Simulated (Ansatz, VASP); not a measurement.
**Two plane-wave programs on NaF (Villiaumite)**

```
CELL_PARAMETERS angstrom
0.00000 2.35050 2.35050
2.35050 0.00000 2.35050
2.35050 2.35050 0.00000
ATOMIC_POSITIONS crystal
Na 0.00000 0.00000 0.00000
F 0.50000 0.50000 0.50000
```

Alike in both runs: functional PBE; k mesh 8 × 8 × 8; no spin polarisation.

Ansatz relaxed the structure, and its values are those at the end. VASP's run is a single point on that final structure, the one shown.

|  | VASP | Ansatz |
| --- | --- | --- |
| version | VASP 6.6.1 | Ansatz 0.2.0 |
| potentials or method | VASP PAW PBE potentials, release 64 (Na_pv, F) | scalar-relativistic, plane waves, PAW |
| plane-wave cutoff (eV) | 520 | 420 |
| occupations | gaussian, width 0.01 eV | fixed |
| valence electrons in the cell | 14 | 16 |

|  | VASP | Ansatz | Ansatz less VASP |
| --- | --- | --- | --- |
| gap on the k mesh at the Fermi level (eV) | 6.07 | 6.09 | +0.016 |
| least direct gap on the mesh (eV) | 6.07 | 6.09 | +0.016 |
| pressure (GPa) | -0.2 | 0.0 | +0.17 |

The two sets of potentials don't hold the same shells in valence.
